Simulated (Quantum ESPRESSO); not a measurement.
GaAs:

```
CELL_PARAMETERS angstrom
0.00000 2.69589 2.69589
2.69589 0.00000 2.69589
2.69589 2.69589 0.00000
ATOMIC_POSITIONS crystal
Ga 0.00000 0.00000 0.00000
As 0.50000 0.50000 0.50000
```

The cell was built by a generator and needn't be a form met in nature.

| Item | Value |
| --- | --- |
| Program | Quantum ESPRESSO 7.5 |
| Task | phonons |
| Functional | PBE |
| Potentials or basis | JTH 2.0 PBE |
| Cutoff | 707 eV |
| Density cutoff | 4245 eV |
| k mesh | 6 × 6 × 6, shifted |
| Occupations | fermi-dirac, width 0.05 eV |
| Spin | no spin polarisation |
| Mixing beta | 0.5 |
| Most SCF iterations | 120 |
| SCF threshold | 4e-10 Ry |

At Γ the optical frequencies are 116 116 116 cm⁻¹, at a pressure of 0.1 GPa.

Problem. How do the modes respond when the cell is scaled evenly, at fixed shape?

Solution. The highest mode has a Grüneisen parameter of 3.81 and moves by +6.2 cm⁻¹ per GPa. None of the listed modes softens on compression. The pressures give a bulk modulus of about 71 GPa.

Frequencies at 99 % and 101 % of the volume (pressures 0.8 and -0.6 GPa), ions relaxed:
```
mode  99 % (cm⁻¹)  101 % (cm⁻¹)  Grüneisen parameter
   4        120.1         111.3                 3.81
   5        120.1         111.3                 3.81
   6        120.1         111.3                 3.81
```

Modes are matched by their order; those that don't vary smoothly over the three volumes are left out.

Caveat: the k mesh is coarse; the mesh is thin for the phonons of a metal.
